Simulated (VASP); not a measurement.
The system is HgSe.

```
Hg Se
1.0
     0.00000    3.03900    3.03900
     3.03900    0.00000    3.03900
     3.03900    3.03900    0.00000
Hg Se
1 1
Direct
  0.00000 0.00000 0.00000
  0.25000 0.25000 0.25000
```

- Program: VASP 6.6.1
- Task: relaxation of cell and atoms
- Functional: PBEsol
- Potentials or basis: VASP PAW PBE potentials, release 64 (Hg, Se)
- Cutoff: 600 eV
- k mesh: 10 × 10 × 10
- Occupations: gaussian, width 0.03 eV
- Spin: no spin polarisation

At the start: pressure 1.9 GPa; volume 28.07 Å³/atom.

How do energy, volume and symmetry change on relaxing?

Over 3 steps the energy falls by 5.3 meV/atom and the volume is 29.01 Å³/atom (+3.4 %); space group F-43m (No. 216, to 0.05 Å).

The path:
| step | energy change (eV) | largest force (eV/Å) | pressure (GPa) | volume (Å³) |
| --- | --- | --- | --- | --- |
| 1 | 0.0000 | 0.0000 | 1.85 | 56.13 |
| 2 | -0.0090 | 0.0000 | -0.67 | 58.81 |
| 3 | -0.0106 | 0.0000 | 0.00 | 58.03 |

Final structure:
```
CELL_PARAMETERS angstrom
0.00000 3.07281 3.07281
3.07281 0.00000 3.07281
3.07281 3.07281 0.00000
ATOMIC_POSITIONS crystal
Hg 0.00000 0.00000 0.00000
Se 0.25000 0.25000 0.25000
```

Caveat: the PAW data sets were made with another functional, which shifts forces and pressure a little.
